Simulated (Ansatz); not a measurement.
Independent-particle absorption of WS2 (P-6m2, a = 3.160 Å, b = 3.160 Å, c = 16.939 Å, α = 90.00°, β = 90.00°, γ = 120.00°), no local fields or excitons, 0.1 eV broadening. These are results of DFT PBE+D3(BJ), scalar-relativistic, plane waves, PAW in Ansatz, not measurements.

Plane waves to 420 eV, a k mesh through Γ of 12×12×2 on the computed 3-atom cell and Gaussian smearing (0.02 eV); no spin polarisation. The spectrum is summed on a 18×18×3 mesh.

```yaml
crystal:
  lattice:
    - [3.15972, 0.00000, 0.00000]
    - [-1.57986, 2.73639, 0.00000]
    - [0.00000, 0.00000, 16.93947]
  atoms:
    - { symbol: W, position: [0.33333, 0.66667, 0.00000] }
    - { symbol: S, position: [0.66667, 0.33333, 0.90696] }
    - { symbol: S, position: [0.66667, 0.33333, 0.09304] }
```

(photon energy (eV), ε2,zz): (0.0, 0.00), (0.2, 0.00), (0.6, 0.00), (0.8, 0.00), (1.2, 0.00), (1.4, 0.00), (1.8, 0.00), (2.0, 0.00), (2.2, 0.00), (2.6, 0.00), (2.8, 0.00), (3.2, 0.06), (3.4, 0.55), (3.8, 0.92), (4.0, 1.38), (4.2, 1.44), (4.6, 1.73), (4.8, 2.29), (5.2, 2.18), (5.4, 5.00), (5.8, 5.85), (6.0, 8.81), (6.2, 8.33), (6.6, 3.88), (6.8, 3.21), (7.2, 2.19), (7.4, 1.68), (7.8, 2.57), (8.0, 2.35), (8.2, 2.67), (8.6, 5.58), (8.8, 3.43), (9.2, 5.77), (9.4, 3.69), (9.8, 3.63), (10.0, 3.35)

The strongest peak lies near 6.0 eV. ε∞ (xx, yy, zz) = 5.8, 5.8, 3.6.

This form isn't the usual stable structure of the compound.

Cost: 1 run of about 0.86 core-minutes, on AMD EPYC 9R14 (Zen 4) (shared hosts).